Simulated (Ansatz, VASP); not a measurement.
MgB2: VASP beside Ansatz

INCAR

```
  ALGO = Normal
  EDIFF = 1E-7
  ENCUT = 520
  GGA = PE
  ISIF = 2
  ISMEAR = 0
  LASPH = T
  LCHARG = F
  LREAL = F
  LWAVE = F
  NBANDS = 11
  NELM = 60
  PREC = Accurate
  SIGMA = 0.015
```

KPOINTS

```
k-points
0
Gamma
  10 10 8
```

POSCAR

```
MgB2
1.0
    3.0850000000      0.0000000000      0.0000000000
   -1.5425000000      2.6716883707      0.0000000000
    0.0000000000      0.0000000000      3.5230000000
Mg B
1 2
Direct
    0.0000000000      0.0000000000      0.0000000000
    0.6666666667      0.3333333333      0.5000000000
    0.3333333333      0.6666666667      0.5000000000
```

Contents of input.yaml:

```yaml
crystal:
  lattice:
    - [3.085, 0.0, 0.0]
    - [-1.5425, 2.6716883707, 0.0]
    - [0.0, 0.0, 3.523]
  atoms:
    - { symbol: Mg, position: [0.0, 0.0, 0.0] }
    - { symbol: B, position: [0.6666666667, 0.3333333333, 0.5] }
    - { symbol: B, position: [0.3333333333, 0.6666666667, 0.5] }
hamiltonian:
  xc: pbe
  pseudopotentials: { kind: paw }
kpoints:
  mp_grid: { grid: [10, 10, 8] }
scf:
  occupations: { method: gaussian, width: 0.015 }
output:
  forces: true
  stress: true
  eigenvalues: true
  write_density: true
  write_potential: true
  elf: true
  volumetric_format: npy
```

Alike in both runs: task single point; functional PBE; k mesh 10 × 10 × 8; occupations gaussian, width 0.015 eV; no spin polarisation.

|  | VASP | Ansatz |
| --- | --- | --- |
| version | VASP 6.6.1 | Ansatz 0.2.0 |
| potentials or method | VASP PAW PBE potentials, release 64 (Mg, B) | Ansatz PAW |
| plane-wave cutoff (eV) | 520 | 420 |
| valence electrons in the cell | 8 | 16 |

Ansatz gave:

- gap on the k mesh at the Fermi level (eV): none
- pressure (GPa): -0.9
- largest component of the traceless stress (GPa): 0.62

Q: What did VASP give for the same quantities?

A: gap on the k mesh at the Fermi level (eV): none; pressure (GPa): -1.1; largest component of the traceless stress (GPa): 0.74.

A gap of «none» marks a metal or a gap that the smearing closes. The two sets of potentials don't hold the same shells in valence.
